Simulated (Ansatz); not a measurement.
Base system: ZnTe in the zinc blende structure (space group F-43m, No. 216; a = 6.113 Å). Axes: x, y, z lie along the cube axes.

Levels (all Ansatz, an electronic-structure program, PAW): r2SCAN (500 eV, without spin-orbit coupling); HSE06 (420 eV, no SOC).

Its gap is 1.79 eV with r2SCAN and 2.24 eV with HSE06.

Perturbation: the symmetric strain tensor [-0.0027 0.0157 -0.0030; 0.0157 0.0024 -0.0033; -0.0030 -0.0033 0.0057], atoms relaxed at fixed cell.

With r2SCAN the gap becomes 1.64 eV.

If the HSE06 correction stayed the same, what would the HSE06 gap be, and what does the HSE06 run give?

A rigid correction of +0.45 eV gives 2.09 eV. The HSE06 run gives 2.08 eV, so the two effects roughly add.

Single points use the geometry relaxed with r2SCAN. With Te present, leaving out spin-orbit coupling can change the band edges. Whether these cells are dynamically stable was not tested.
